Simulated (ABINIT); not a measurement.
# BN (P6_3mc) in ABINIT: further runs, part 3 of 3

ABINIT 10.8.3 (patched build).

**4. Band structure, PBE**

run.abi reads:

```
# Datasets: ground state, then fixed potential
ndtset 2

# Pseudopotentials
pp_dirpath "./"
pseudos "N.GGA_PBE-JTH.xml, B.GGA_PBE-JTH.xml"

# Structure
acell 2.5539396017 2.5539396017 4.226855 Angstrom
rprim
     1.0000000000     0.0000000000     0.0000000000
    -0.5000000000     0.8660254038     0.0000000000
     0.0000000000     0.0000000000     1.0000000000
ntypat 2
znucl 7 5
natom 4
typat 1 1 2 2
xcart
    -0.0000000002     1.4745177166     0.5295234870
     1.2769698010     0.7372588582     2.6429509870
    -0.0000000002     1.4745177166     2.1122608880
     1.2769698010     0.7372588582     4.2256883880 Angstrom

# Plane-wave basis
ecut 26.0
pawecutdg 48.0
pawxcdev 0

# Exchange and correlation
ixc 11

# Bands and occupations
occopt 3
tsmear 0.05 eV

# SCF cycle
nstep 100

# Output
iomode 3
prtwf 0
prteig 0
prtebands 0
enunit 1
prtden1 1

# Dataset 1
kptopt1 1
ngkpt1 12 12 6
nshiftk1 1
shiftk1 0.0 0.0 0.0
nband1 12
tolvrs1 1.0e-9

# Dataset 2: bands along G-M-K-G-A-L-H-A
iscf2 -2
getden2 1
nband2 18
nbdbuf2 4
tolwfr2 1.0e-11
kptopt2 -7
ndivsm2 8
prteig2 1
kptbounds2
     0.0000000000     0.0000000000     0.0000000000
     0.5000000000     0.0000000000     0.0000000000
     0.3333333333     0.3333333333     0.0000000000
     0.0000000000     0.0000000000     0.0000000000
     0.0000000000     0.0000000000     0.5000000000
     0.5000000000     0.0000000000     0.5000000000
     0.3333333333     0.3333333333     0.5000000000
     0.0000000000     0.0000000000     0.5000000000
```

Potentials or basis: JTH PAW PBE v2.0.

The run is started by

```
abinit run.abi > log 2>&1
```

run.abo:

```text
.Version 10.8.3 of ABINIT
 DATASET    1 : space group P6_3 m c (#186); Bravais hP (primitive hexag.)
================================================================================
 Values of the parameters that define the memory need for DATASET  1.
     intxc =       0    ionmov =       0      iscf =      17    lmnmax =       8
     lnmax =       4     mgfft =      40  mpssoang =       2    mqgrid =    3001
     natom =       4  nloc_mem =       2    nspden =       1   nspinor =       1
    nsppol =       1      nsym =      12    n1xccc =       1    ntypat =       2
    occopt =       3   xclevel =       2
       mpw =        1041          nfft =       23040          nkpt =          76
 PAW method is used; the additional fine FFT grid is defined by:
   mgfftf=        50    nfftf =     51200
================================================================================
================================================================================

 DATASET    2 : space group P6_3 m c (#186); Bravais hP (primitive hexag.)
================================================================================
 Values of the parameters that define the memory need for DATASET  2.
     intxc =       0    ionmov =       0      iscf =      -2    lmnmax =       8
     lnmax =       4     mgfft =      40  mpssoang =       2    mqgrid =    3001
     natom =       4  nloc_mem =       2    nspden =       1   nspinor =       1
    nsppol =       1      nsym =      12    n1xccc =       1    ntypat =       2
    occopt =       3   xclevel =       2
       mpw =        1050          nfft =       23040          nkpt =          93
 PAW method is used; the additional fine FFT grid is defined by:
   mgfftf=        50    nfftf =     51200
================================================================================
================================================================================

--------------------------------------------------------------------------------
------------- Echo of variables that govern the present computation ------------
--------------------------------------------------------------------------------
 -outvars: echo values of preprocessed input variables --------
            acell      4.8262463893E+00  4.8262463893E+00  7.9875983239E+00 Bohr
              amu      1.40067400E+01  1.08110000E+01
             ecut      2.60000000E+01 Hartree
           enunit           1
           getden1          0
           getden2          1
             iscf1         17
             iscf2         -2
                       outvar_i_n : Printing only first  50 k-points.
              ixc          11
           jdtset        1    2
                       outvar_i_n : Printing only first  50 k-points.
           kptopt1          1
           kptopt2         -7
         kptrlatt       12    0    0      0   12    0      0    0    6
          kptrlen1     4.79255899E+01
          kptrlen2     3.00000000E+01
            natom           4
            nband1         12
            nband2         18
           nbdbuf1          0
           nbdbuf2          4
           ndtset           2
           ndivsm1          0
           ndivsm2          8
            ngfft          24      24      40
          ngfftdg          32      32      50
             nkpt1         76
             nkpt2         93
            nstep         100
             nsym          12
           ntypat           2
                       prtocc : prtvol=0, do not print more k-points.
           occopt           3
        pawecutdg      4.80000000E+01 Hartree
         pawxcdev           0
        prtebands           0
[... 937 lines left out ...]
iteration_state: {dtset: 2, }
comment   : Summary of ground state results
lattice_vectors:
- [  4.8262464,   0.0000000,   0.0000000, ]
- [ -2.4131232,   4.1796520,   0.0000000, ]
- [  0.0000000,   0.0000000,   7.9875983, ]
lattice_lengths: [   4.82625,    4.82625,    7.98760, ]
lattice_angles: [ 90.000,  90.000, 120.000, ] # degrees, (23, 13, 12)
lattice_volume:   1.6112608E+02
convergence: {deltae:  0.000E+00, res2:  0.000E+00, residm:  1.000E-11, diffor:  0.000E+00, }
etotal    :  -2.59547224E+01
entropy   :   0.00000000E+00
fermie    :   3.72743012E-01
cartesian_stress_tensor: null
pressure_GPa: null
xred      :
- [  3.3333E-01,   6.6667E-01,   1.2528E-01,  N]
- [  6.6667E-01,   3.3333E-01,   6.2528E-01,  N]
- [  3.3333E-01,   6.6667E-01,   4.9972E-01,  B]
- [  6.6667E-01,   3.3333E-01,   9.9972E-01,  B]
cartesian_forces: null
force_length_stats: {min: null, max: null, mean: null, }
...

 Integrated electronic density in atomic spheres:
 ------------------------------------------------
 Atom  Sphere_radius  Integrated_density
    1        1.20497          2.68279262
    2        1.20497          2.68279262
    3        1.70617          2.06435031
    4        1.70617          2.06435031

================================================================================

 ----iterations are completed or convergence reached----

 Mean square residual over all n,k,spin=   40.437E-13; max=  99.996E-13
 reduced coordinates (array xred) for    4 atoms
       0.333333333319      0.666666666657      0.125276000005
       0.666666666652      0.333333333324      0.625276000005
       0.333333333319      0.666666666657      0.499723999995
       0.666666666652      0.333333333324      0.999723999995

 cartesian coordinates (angstrom) at end:
    1     -0.00000000002500     1.47451771654051     0.52952348700000
    2      1.27696980082500     0.73725885825949     2.64295098700000
    3     -0.00000000002500     1.47451771654051     2.11226088800000
    4      1.27696980082500     0.73725885825949     4.22568838800000
 length scales=  4.826246389323  4.826246389323  7.987598323924 bohr
              =  2.553939601700  2.553939601700  4.226855000000 angstroms
 Eigenvalues (   eV  ) for nkpt=  93  k points:
 kpt#   1, nband= 18, wtk=  1.00000, kpt=  0.0000  0.0000  0.0000 (reduced coord)
 -11.60479   -7.50381   -2.14024    6.59385    6.59385    8.42057    8.69608    8.69608
  17.01340   17.01340   17.20881   18.09331   19.30714   20.50680   20.50680   24.77128
  30.18150   30.21581
 kpt#   2, nband= 18, wtk=  1.00000, kpt=  0.0333  0.0000  0.0000 (reduced coord)
 -11.58073   -7.48522   -2.11636    6.47723    6.54634    8.39599    8.60081    8.67070
  16.94939   17.06367   17.27705   18.17280   19.40198   20.51141   20.57892   24.73627
  29.25095   30.10812
 kpt#   3, nband= 18, wtk=  1.00000, kpt=  0.0667  0.0000  0.0000 (reduced coord)
 -11.50870   -7.42997   -2.04487    6.14214    6.41025    8.30397    8.34424    8.59502
  16.82793   17.20925   17.40177   18.41150   19.64982   20.54201   20.78975   24.62882
  28.28314   29.92413
 kpt#   4, nband= 18, wtk=  1.00000, kpt=  0.1000  0.0000  0.0000 (reduced coord)
 -11.38906   -7.33908   -1.92618    5.62740    6.20245    7.89047    8.20896    8.47149
  16.68213   17.43490   17.54296   18.77874   19.93653   20.67708   21.12430   24.44839
  27.39004   29.71663
 kpt#   5, nband= 18, wtk=  1.00000, kpt=  0.1333  0.0000  0.0000 (reduced coord)
[... 341 lines left out ...]
  18.23783   18.23783   18.39334   18.39334   19.27051   19.27051   22.07173   22.07173
  31.07094   31.07095
 kpt#  91, nband= 18, wtk=  1.00000, kpt=  0.0370  0.0370  0.5000 (reduced coord)
 -10.07863  -10.07863    3.04162    3.04162    7.16041    7.16041    7.38482    7.38482
  18.23944   18.23944   18.42807   18.42807   18.85915   18.85915   21.93091   21.93091
  31.53847   31.53851
 kpt#  92, nband= 18, wtk=  1.00000, kpt=  0.0185  0.0185  0.5000 (reduced coord)
 -10.14203  -10.14203    3.01822    3.01822    7.43476    7.43476    7.49464    7.49464
  18.13947   18.13947   18.52145   18.52145   18.62507   18.62507   21.83193   21.83193
  31.88679   31.88684
 kpt#  93, nband= 18, wtk=  1.00000, kpt=  0.0000  0.0000  0.5000 (reduced coord)
 -10.16320  -10.16320    3.00989    3.00989    7.53147    7.53147    7.53147    7.53147
  18.08709   18.08709   18.55812   18.55812   18.55812   18.55812   21.79572   21.79572
  32.01989   32.01995

== END DATASET(S) ==============================================================
================================================================================

 -outvars: echo values of variables after computation  --------
            acell      4.8262463893E+00  4.8262463893E+00  7.9875983239E+00 Bohr
           etotal1    -2.5954722437E+01
            fcart1    -7.2529218522E-28 -3.2211356798E-29 -2.9612587251E-04
                       1.6737511967E-28 -3.2211356798E-29 -2.9612587251E-04
                       3.9054194589E-28  9.6634070393E-29  2.9612587251E-04
                       1.6737511967E-28 -3.2211356798E-29  2.9612587251E-04
            rprim      1.0000000000E+00  0.0000000000E+00  0.0000000000E+00
                      -5.0000000000E-01  8.6602540380E-01  0.0000000000E+00
                       0.0000000000E+00  0.0000000000E+00  1.0000000000E+00
           strten1    -4.6821114589E-06 -4.6821117816E-06  2.0901191833E-05
                       0.0000000000E+00  0.0000000000E+00  0.0000000000E+00
           xangst     -2.4999871910E-11  1.4745177165E+00  5.2952348700E-01
                       1.2769698008E+00  7.3725885826E-01  2.6429509870E+00
                      -2.4999871910E-11  1.4745177165E+00  2.1122608880E+00
                       1.2769698008E+00  7.3725885826E-01  4.2256883880E+00
             xred      3.3333333332E-01  6.6666666666E-01  1.2527600000E-01
                       6.6666666665E-01  3.3333333332E-01  6.2527600000E-01
                       3.3333333332E-01  6.6666666666E-01  4.9972400000E-01
                       6.6666666665E-01  3.3333333332E-01  9.9972400000E-01
 Calculation completed.
```

Run time: 39 s. Hardware: 1 thread of Arm Neoverse V2, shared host; peak memory 0.13 GiB.

What came out:

```yaml
Free_energy: -706.2640 eV
Pressure: -0.1 GPa
Largest_force: 0.015 eV/Å
Band_gap_on_the_k_mesh: 5.19 eV, indirect (least direct gap 8.22 eV)
Band_gap_along_the_path: 5.19 eV, indirect (least direct gap 8.21 eV)
Valence_electrons_inside_the_program's_atomic_spheres: N 2.68; B 2.06
```

Forces in eV/Å, atoms in the order of the input:
```
N    0.000  0.000 -0.015
N    0.000  0.000 -0.015
B    0.000  0.000  0.015
B    0.000  0.000  0.015
```

Levels at the corners of the path, in eV from the valence-band top:
| point | band 4 | band 5 | band 6 | band 7 | band 8 | band 9 | band 10 | band 11 | band 12 | band 13 |
| --- | --- | --- | --- | --- | --- | --- | --- | --- | --- | --- |
| Γ | -2.10 | -2.10 | -0.28 | 0.00 | 0.00 | 8.32 | 8.32 | 8.51 | 9.40 | 10.61 |
| M | -7.76 | -6.86 | -4.94 | -4.37 | -2.10 | 6.67 | 7.93 | 10.54 | 11.37 | 12.78 |
| K | -7.17 | -7.17 | -5.39 | -5.38 | -5.38 | 5.19 | 13.34 | 13.34 | 13.82 | 14.26 |
| Γ | -2.10 | -2.10 | -0.28 | 0.00 | 0.00 | 8.32 | 8.32 | 8.51 | 9.40 | 10.61 |
| A | -5.69 | -1.16 | -1.16 | -1.16 | -1.16 | 9.39 | 9.39 | 9.86 | 9.86 | 9.86 |
| L | -9.95 | -3.73 | -3.73 | -3.55 | -3.55 | 6.54 | 6.54 | 9.95 | 9.95 | 14.17 |
| H | -8.78 | -7.66 | -7.66 | -3.02 | -3.02 | 9.23 | 9.23 | 10.13 | 10.13 | 14.29 |
| A | -5.69 | -1.16 | -1.16 | -1.16 | -1.16 | 9.39 | 9.39 | 9.86 | 9.86 | 9.86 |

Expect the measured gap to be larger: semilocal functionals such as PBE lack the derivative discontinuity.

**5. Summary**

```tsv
potentials or basis	cutoff (eV)	fine-grid cutoff	gap on the mesh (eV)	pressure (GPa)	largest force (eV/Å)
Ansatz NC PBE	1252	-	5.20	0.1	0.02
SPMS NC PBE v1.0	952	-	5.27	-2.1	0.02
JTH PAW PBE v2.0	707	1306.15 eV	5.19	-0.1	0.02
```

Alike in all rows: task band structure; level PBE; no spin polarisation; cell as given; k mesh 12 × 12 × 6; smearing fermi-dirac 0.05 eV.

Total energies depend on the potentials used, so only differences within one code and one set of settings carry meaning.
